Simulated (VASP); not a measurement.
Input of a VASP 6.6.1 run:

Contents of INCAR:

```
PREC = Accurate
ENCUT = 520
EDIFF = 1E-6
ISMEAR = 0
SIGMA = 0.05
LREAL = F
LASPH = T
NELM = 100
ALGO = Normal
ISIF = 2
LWAVE = F
LCHARG = F
GGA = PS
NBANDS = 8
```

File KPOINTS:

```
Automatic mesh
0
Gamma
  16 16 16
```

POSCAR

```
Li
1.0
   -1.7450000000      1.7450000000      1.7450000000
    1.7450000000     -1.7450000000      1.7450000000
    1.7450000000      1.7450000000     -1.7450000000
Li
1
Direct
    0.0000000000      0.0000000000      0.0000000000
```

Potentials or basis: VASP PAW PBE potentials, release 64 (Li_sv).

Command:

```sh
$ cat potpaw_PBE.64/Li_sv/POTCAR > POTCAR
$ mpirun -np 1 vasp_std > vasp.out
```

(1) Estimate the band gap on the k mesh.

Results:

(1) none (metal or under the smearing width).
